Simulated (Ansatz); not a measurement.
This ZnS structure is the end of a relaxation. It comes from a database structure that was distorted and then relaxed.

Level of theory: DFT PBE, scalar-relativistic, plane waves, PAW (Ansatz). Cutoff 420 eV, Γ-centred mesh, Gaussian smearing, no spin polarisation.

```xyz
2
Lattice="0.0000 2.7215 2.7215 2.7215 0.0000 2.7215 2.7215 2.7215 0.0000" Properties=species:S:1:pos:R:3 pbc="T T T"
Zn    2.7215    2.7215    2.7215
S     4.0822    4.0822    4.0822
```

Formation energies are uncorrected and refer to the elements' standard structures at the same level.

(1) What space group does it have?

(2) What is its formation energy per atom?

(3) Is it a metal?

Answers

(1) F-43m (No. 216), the zinc blende type. Conventional cell: a = 5.443 Å. Around Zn lie 4 S at 2.36 Å; S has 4 Zn at 2.36 Å.

(2) −0.822 eV/atom. It lies below the elements, which doesn't yet make it stable against other compounds or structures.

(3) No, the gap on the 8×8×8 mesh is 2.02 eV.

The last run used an 8×8×8 mesh for its 2-atom cell and Gaussian smearing of 0.02 eV. Kohn–Sham gaps at this level usually fall short of measured ones. The reference form of S is held partly by dispersion forces, which this level lacks. A later test with randomly moved atoms came back to the same energy, though modes that don't fit the test's cell weren't probed.
